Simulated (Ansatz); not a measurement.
A run of Ansatz 0.2.0 is set up as follows.

input

```
crystal:
  lattice:
    - [1.2511217832, 0.7223354983, 3.3729344033]
    - [-1.2511217832, 0.7223354983, 3.3729344033]
    - [0.0, -1.4446709966, 3.3729344033]
  atoms:
    - { symbol: "N", position: [0.6672382, 0.6672382, 0.6672382] }
    - { symbol: B, position: [0.0003288, 0.0003288, 0.0003288] }
hamiltonian:
  xc: { exchange: pbesol, correlation: pbesol, exx: { coeff: 0.25 } }
  pseudopotentials: { kind: paw }
kpoints:
  mp_grid: { grid: [6, 6, 6] }
  band_path:
    path:
      - [[0.0, 0.0, 0.0], [0.5, 0.0, 0.0], [0.5, 0.1972419765, -0.1972419765]]
      - [[0.8027580235, 0.5, 0.1972419765], [0.5, 0.5, 0.5], [0.0, 0.0, 0.0], [0.3486209883, 0.0, -0.3486209883]]
      - [[0.6513790117, 0.3486209883, 0.0], [0.5, 0.5, 0.0], [0.6513790117, 0.6513790117, 0.1972419765], [0.5, 0.5, 0.5]]
      - [[0.5, 0.0, 0.0], [0.8027580235, 0.3486209883, 0.3486209883]]
    npoints: 4
scf:
  occupations: { method: fermi_dirac, width: 0.05 }
  n_extra_bands: 6
output:
  forces: true
  stress: true
  eigenvalues: true
  fatbands: false
  write_density: true
  write_potential: true
  elf: true
  volumetric_format: npy
```

(1) Estimate the band gap on the k mesh.

(2) What does it give for the band gap along the path?

(3) Estimate the pressure.

(4) Predict the largest force.

Answers

(1) 6.21 eV, indirect (least direct gap 6.79 eV).

(2) 6.15 eV, indirect (least direct gap 6.83 eV).

(3) -3.5 GPa.

(4) 0.006 eV/Å.

Caveat: the k mesh is coarse (spacing up to 0.49 Å⁻¹), so the values aren't converged, least of all with exact exchange; the k mesh misses the band edges, so the gap on the mesh is wider than the one along the path; the pressure holds a Pulay correction of +0.5 GPa for the finite cutoff; the PAW data sets come from PBE, with cores solved anew for the run's functional, which leaves a small shift of forces and pressure; the thresholds are loose for stress.
